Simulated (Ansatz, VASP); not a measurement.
Two plane-wave programs on TaH

```
CELL_PARAMETERS angstrom
2.85068 0.00000 0.00000
-1.42534 2.46876 0.00000
0.00000 0.00000 3.71534
ATOMIC_POSITIONS crystal
Ta 0.00000 0.00000 0.50000
H 0.00000 0.00000 0.00000
```

Alike in both runs: functional PBE; k mesh 9 × 9 × 4; occupations gaussian, width 0.1 eV; no spin polarisation.

Ansatz relaxed the structure, and its values are those at the end. VASP's run is a single point on that final structure, the one shown.

|  | VASP | Ansatz |
| --- | --- | --- |
| version | VASP 6.6.1 | Ansatz 0.2.0 |
| potentials or method | VASP PAW PBE potentials, release 64 (Ta_pv, H) | scalar-relativistic, plane waves, PAW |
| plane-wave cutoff (eV) | 520 | 420 |
| valence electrons in the cell | 12 | 14 |

|  | VASP | Ansatz | Ansatz less VASP |
| --- | --- | --- | --- |
| gap on the k mesh at the Fermi level (eV) | none | none | - |
| pressure (GPa) | 0.1 | 0.1 | +0.01 |

A gap of «none» marks a metal or a gap that the smearing closes. The two sets of potentials don't hold the same shells in valence.

Caveats: the k mesh is coarse (spacing up to 0.42 Å⁻¹), so the values aren't converged. The runs have no spin-orbit coupling, so splittings on Ta are missing.
